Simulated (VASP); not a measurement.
Write the native input for VASP 6.6.1 that does the following.

- Task: single point
- Functional: PBE
- Potentials or basis: VASP PAW PBE potentials, release 64 (P)
- Cutoff: 520 eV
- k mesh: 17 × 17 × 17
- Occupations: fermi-dirac, width 0.05 eV
- Spin: no spin polarisation
- Dipole correction: no
- Further INCAR settings: ALGO = Normal; EDIFF = 1e-06; NBANDS = 8

The structure of P lies in POSCAR:

```
P
1.0
    0.0000000000      1.9347542461      1.9347542461
    1.9347542461      0.0000000000      1.9347542461
    1.9347542461      1.9347542461      0.0000000000
P
1
Direct
    0.0000000000      0.0000000000      0.0000000000
```

This isn't the form of P at room conditions, which is orthorhombic.

The cell isn't the ideal one: cell relaxed at zero pressure.

The input as run:

INCAR

```
SYSTEM = P
PREC = Accurate
ENCUT = 520
EDIFF = 1E-6
ISMEAR = -1
SIGMA = 0.05
LREAL = .FALSE.
LASPH = .TRUE.
NELM = 100
ALGO = Normal
ISIF = 2
LWAVE = .FALSE.
LCHARG = .FALSE.
GGA = PE
NBANDS = 8
```

KPOINTS

```
Automatic mesh
0
G
  17 17 17
  0 0 0
```

Potentials or basis: VASP PAW PBE potentials, release 64 (P).

Command:

```bash
$ cat potpaw_PBE.64/P/POTCAR > POTCAR
$ mpirun -np 1 vasp_std > vasp.out
```

It gave:

```
Pressure               : -0.2 GPa
Band gap on the k mesh : none (metal or under the smearing width)
```

Run time: 5.4 s on 1 thread of Intel(R) Xeon(R) 6975P-C (Granite Rapids) (shared host), peak memory 0.12 GiB.
